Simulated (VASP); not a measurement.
Wanted: the native input for a VASP 6.6.1 run.

```
Task                   : relaxation of cell and atoms
Functional             : r2SCAN
Potentials or basis    : VASP PAW PBE potentials, release 64 (Si)
Cutoff                 : 600 eV
k mesh                 : 10 × 10 × 10
Occupations            : gaussian, width 0.03 eV
Spin                   : no spin polarisation
Further INCAR settings : ALGO = Normal; EDIFF = 1e-07; IBRION = 2; EDIFFG = -0.005; NSW = 90; ISIF = 3
```

The structure of Si lies in POSCAR:

```
Si                                      
1.0
    0.0000000000      2.7197975463      2.7197975463
    2.7197975463      0.0000000000      2.7197975463
    2.7197975463      2.7197975463      0.0000000000
  Si            
     2
Direct
     0.7500000000000000    0.7500000000000000    0.7500000000000000
     0.5000000000000000    0.5000000000000000    0.5000000000000000
```

These files were run (other wordings do the same):

INCAR

```
SYSTEM = Si
  PREC = Accurate
  ENCUT = 600
  EDIFF = 1E-7
  ISMEAR = 0
  SIGMA = 0.03
  LREAL = .FALSE.
  LASPH = .TRUE.
  NELM = 80
  ALGO = Normal
  ISIF = 3
  LWAVE = .FALSE.
  LCHARG = .FALSE.
  METAGGA = R2SCAN
  LMIXTAU = .TRUE.
  IBRION = 2
  NSW = 90
  EDIFFG = -0.005
```

KPOINTS

```
regular mesh
0
G
  10 10 10
  0 0 0
```

Potentials or basis: VASP PAW PBE potentials, release 64 (Si).

The run is started by

```bash
$ cat potpaw_PBE.64/Si/POTCAR > POTCAR
$ mpirun -np 1 vasp_std > vasp.out
```

Results of the run:

```
Pressure after relaxing : 0.0 GPa
Band gap on the k mesh  : 0.79 eV, indirect (least direct gap 2.76 eV)
```

Caveat: the relaxation stopped at its first step, so nothing moved; the PAW data sets were made with another functional, which shifts forces and pressure a little.

It took 61 s on 1 thread of AMD EPYC 9R45 (Zen 5) (shared host), peak memory 0.14 GiB.
